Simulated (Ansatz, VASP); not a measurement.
One calculation of Ge, two programs

```
CELL_PARAMETERS angstrom
4.12984 0.00000 0.00000
-2.06492 3.57655 0.00000
0.00000 0.00000 11.20897
ATOMIC_POSITIONS crystal
Ge 0.66667 0.33333 0.41485
Ge 0.33333 0.66667 0.91485
Ge 0.00000 0.00000 0.47745
Ge 0.00000 0.00000 0.97745
```

Change from the starting cell: volume scaled by 1.06.

Alike in both runs: task single point; functional LDA; k mesh 8 × 8 × 3; occupations fermi-dirac, width 0.05 eV; no spin polarisation.

|  | VASP | Ansatz |
| --- | --- | --- |
| version | VASP 6.6.1 | Ansatz 0.2.0 |
| potentials or method | VASP PAW LDA potentials, release 64 (Ge_d), cutoff 520 eV | all-electron LAPW, scalar-relativistic |

|  | VASP | Ansatz | Ansatz less VASP |
| --- | --- | --- | --- |
| gap on the k mesh at the Fermi level (eV) | 0.26 | 0.25 | -0.012 |
| least direct gap on the mesh (eV) | 0.43 | 0.42 | -0.015 |
| pressure (GPa) | -3.7 | -3.6 | +0.02 |
| largest component of the traceless stress (GPa) | 2.55 | 2.57 | +0.022 |
| rms of the force components (eV/Å) | 0.224 | 0.228 | +0.0037 |

Atom by atom the forces differ by 0.004 eV/Å (rms over components). Ansatz ran all-electron here, so the differences hold the error of VASP's frozen core and of both bases.

Caveats: an odd mesh through Γ misses points on the zone boundary, where band edges often lie.
